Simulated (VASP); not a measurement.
A run of VASP 6.6.1:

File INCAR:

```
ALGO = Fast ; EDIFF = 1E-8
ENCUT = 520 ; GGA = PE
ISIF = 2 ; ISMEAR = -1
LASPH = True ; LCHARG = False
LEFG = True ; LREAL = False
LWAVE = False ; NBANDS = 44
NELM = 100 ; PREC = Accurate
SIGMA = 0.02
```

File KPOINTS:

```
k-points
0
Gamma
  5 4 5
```

File POSCAR:

```
CO2
1.0
    4.4012657661      0.0000000000      0.0000000000
    0.0000000000      6.1914171168      0.0000000000
    0.0000000000      0.0000000000      4.3413880454
C O
4 8
Direct
    0.0000000000      0.3639848549      0.2500000000
    0.5000000000      0.1360151451      0.7500000000
    0.0000000000      0.6360151451      0.7500000000
    0.5000000000      0.8639848549      0.2500000000
    0.2320199740      0.3691155835      0.3845544059
    0.2679800260      0.1308844165      0.8845544059
    0.7320199740      0.1308844165      0.6154455941
    0.7679800260      0.3691155835      0.1154455941
    0.7679800260      0.6308844165      0.6154455941
    0.7320199740      0.8691155835      0.1154455941
    0.2679800260      0.8691155835      0.3845544059
    0.2320199740      0.6308844165      0.8845544059
```

Potentials or basis: VASP PAW PBE potentials, release 64 (C, O).

The run is started by

```console
$ cat potpaw_PBE.64/C/POTCAR potpaw_PBE.64/O/POTCAR > POTCAR
$ mpirun -np 1 vasp_std > vasp.out
```

Hardware: 1 thread of AMD EPYC 9R45 96-Core Processor (Zen 5) (shared host).

Question: Estimate the wall time of this run.

Answer: Wall time 100 s on 1 thread of AMD EPYC 9R45 96-Core Processor (Zen 5), on a shared host, peak memory 0.24 GiB. Counts: scf iterations 20, k points 27.
